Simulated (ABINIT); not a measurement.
Crystal: ZnCu2SnS4.

```
Sn Zn Cu S
1.0
    -2.71710    2.71710    5.42480
     2.71710   -2.71710    5.42480
     2.71710    2.71710   -5.42480
Sn Zn Cu S
1 1 2 4
Direct
  0.50000 0.50000 0.00000
  0.25000 0.75000 0.50000
  0.75000 0.25000 0.50000
  0.00000 0.00000 0.00000
  0.62799 0.62839 0.51280
  0.88481 0.37201 0.00040
  0.11559 0.11519 0.48720
  0.37161 0.88441 0.99960
```

Base run:

* Program: ABINIT 10.8.3 (patched build)
* Functional: LDA
* Potentials or basis: JTH PAW LDA v2.0
* Cutoff: 544 eV
* k mesh: 4 × 4 × 4
* Occupations: fermi-dirac, width 0.05 eV
* Spin: no spin polarisation

Its results: band gap on the k mesh 0.17 eV, direct; largest force 0.672 eV/Å.

The run is repeated on the same cell with these changes: functional from LDA to PBE; potentials or basis from JTH PAW LDA v2.0 to JTH PAW PBE v2.0. What comes out?

Band gap on the k mesh 0.28 eV, direct; largest force 0.603 eV/Å.

Caveats: spin-orbit coupling is left out, which moves the levels of the heavy elements.

A k mesh can miss the band edges.

Not every run made on this cell is shown here.
